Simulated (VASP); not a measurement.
A run of VASP 6.6.1 is set up as follows.

File POSCAR:

```
HgTe                                    
1.0
    0.0000000000      3.2580088205      3.2580088205
    3.2580088205      0.0000000000      3.2580088205
    3.2580088205      3.2580088205      0.0000000000
  Hg              Te            
     1     1
Direct
     0.0000000000000000    0.0000000000000000    0.0000000000000000
     0.2500000000000000    0.2500000000000000    0.2500000000000000
```

File INCAR.step1:

```
SYSTEM = HgTe
  PREC = Accurate
  ENCUT = 520
  EDIFF = 1E-5
  ISMEAR = 0
  SIGMA = 0.03
  LREAL = .False.
  LASPH = .True.
  NELM = 80
  ALGO = Normal
  ISIF = 2
  LWAVE = .True.
  LCHARG = .False.
  NBANDS = 16
  GGA = PE
```

File INCAR.step2:

```
SYSTEM = HgTe
  PREC = Accurate
  ENCUT = 520
  EDIFF = 1E-7
  ISMEAR = 0
  SIGMA = 0.03
  LREAL = .False.
  LASPH = .True.
  NELM = 80
  ALGO = Normal
  ISIF = 2
  LWAVE = .False.
  LCHARG = .False.
  METAGGA = MBJ
  NBANDS = 16
  ISTART = 1
```

File KPOINTS:

```
regular mesh
0
Gamma
  10 10 10
  0 0 0
```

Contents of KPOINTS_OPT:

```
explicit points
202
Reciprocal
 0.0000000000  0.0000000000  0.0000000000 1
 0.0555555556  0.0000000000  0.0555555556 1
 0.1111111111  0.0000000000  0.1111111111 1
 0.1666666667  0.0000000000  0.1666666667 1
 0.2222222222  0.0000000000  0.2222222222 1
 0.2777777778  0.0000000000  0.2777777778 1
[... 194 lines left out ...]
 0.5126615400  0.0253230800  0.5126615400 1
 0.4873384600 -0.0253230800  0.4873384600 1
```

Potentials or basis: VASP PAW PBE potentials, release 64 (Hg, Te).

Launch:

```bash
$ cat potpaw_PBE.64/Hg/POTCAR potpaw_PBE.64/Te/POTCAR > POTCAR
$ cp INCAR.step1 INCAR
$ mpirun -np 1 vasp_std > vasp.out
$ cp INCAR.step2 INCAR
$ mpirun -np 1 vasp_std > vasp.out
```

**Question.** Predict the band gap along the path.

**Answer.** None (metal or under the smearing width).

Levels at the corners of the path, in eV from the Fermi level:
```
point  band 6  band 7  band 8  band 9  band 10  band 11  band 12  band 13
    Γ   -6.68   -0.02   -0.01   -0.01    -0.01     4.68     4.68     4.68
    X   -6.24   -5.00   -2.05   -2.05     2.34     3.21     8.83     9.27
    X   -6.24   -5.00   -2.05   -2.05     2.34     3.21     8.83     9.27
    W   -6.10   -5.05   -2.35   -2.28     3.36     5.15     5.88     6.75
    W   -6.10   -5.05   -2.35   -2.28     3.36     5.15     5.88     6.75
    K   -6.17   -5.01   -2.59   -1.70     2.70     4.53     7.50     7.61
    K   -6.17   -5.01   -2.59   -1.70     2.70     4.53     7.50     7.61
    Γ   -6.68   -0.02   -0.01   -0.01    -0.01     4.68     4.68     4.68
    Γ   -6.68   -0.02   -0.01   -0.01    -0.01     4.68     4.68     4.68
    L   -6.39   -5.00   -0.89   -0.89     1.28     5.43     5.43     7.72
    L   -6.39   -5.00   -0.89   -0.89     1.28     5.43     5.43     7.72
    U   -6.17   -5.01   -2.59   -1.70     2.70     4.53     7.50     7.61
    U   -6.17   -5.01   -2.59   -1.70     2.70     4.53     7.50     7.61
    W   -6.10   -5.05   -2.35   -2.28     3.36     5.15     5.88     6.75
    W   -6.10   -5.05   -2.35   -2.28     3.36     5.15     5.88     6.75
    L   -6.39   -5.00   -0.89   -0.89     1.28     5.43     5.43     7.72
    L   -6.39   -5.00   -0.89   -0.89     1.28     5.43     5.43     7.72
    K   -6.17   -5.01   -2.59   -1.70     2.70     4.53     7.50     7.61
    U   -6.17   -5.01   -2.59   -1.70     2.70     4.53     7.50     7.61
    X   -6.24   -5.00   -2.05   -2.05     2.34     3.21     8.83     9.27
```

Caveat: spin-orbit coupling is left out, which moves the levels of the heavy elements.
